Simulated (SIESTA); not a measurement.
## Rh under changes of volume

One of the cells (14.302 Å³/atom); the others are scaled copies at fixed shape and fractional positions:

```
CELL_PARAMETERS angstrom
2.73098 0.00000 0.00000
-1.36549 2.36510 0.00000
0.00000 0.00000 4.42849
ATOMIC_POSITIONS crystal
Rh 0.33333 0.66667 0.25000
Rh 0.66667 0.33333 0.75000
```

This isn't the form of Rh at room conditions, which is fcc.

- Program: SIESTA 5.4.2
- Functional: LDA
- Potentials or basis: PseudoDojo 0.4 standard (LDA files)
- Basis: DZP (energy shift 0.003 Ry; two zetas on semicore shells)
- Grid cutoff: 800 Ry
- Energy shift: 0.003 Ry
- k mesh: 11 × 11 × 6
- Occupations: fermi-dirac, width 0.05 eV
- Spin: no spin polarisation

```tsv
volume (Å³/atom)	energy over the lowest point (meV/atom)	pressure (GPa)
13.444	0.00	0.9
13.730	4.45	-5.4
14.016	19.14	-10.8
14.302	42.92	-15.5
14.588	?	?
14.874	113.33	-23.3
15.160	158.09	-26.5
```

Problem. What does the run at 14.588 Å³/atom give?

Solution. Energy over the lowest point 74.60 meV/atom; pressure -19.6 GPa.

Worked out: A Birch-Murnaghan fit of order 3 (a polynomial in V^(-2/3)) to the other rows has its minimum at 13.47 Å³/atom with B0 = V·E''(V) = 305 GPa and B' = 5.1 at fixed shape and positions, which overstates the stiffness. It gives 74.64 meV/atom at 14.588 Å³/atom, against the run's 74.60, and -dE/dV = -19.8 GPa, against -19.6.

Energies are extrapolated to zero smearing.

Caveats: the basis of atomic orbitals isn't converged, which shifts pressures, moduli and gaps.
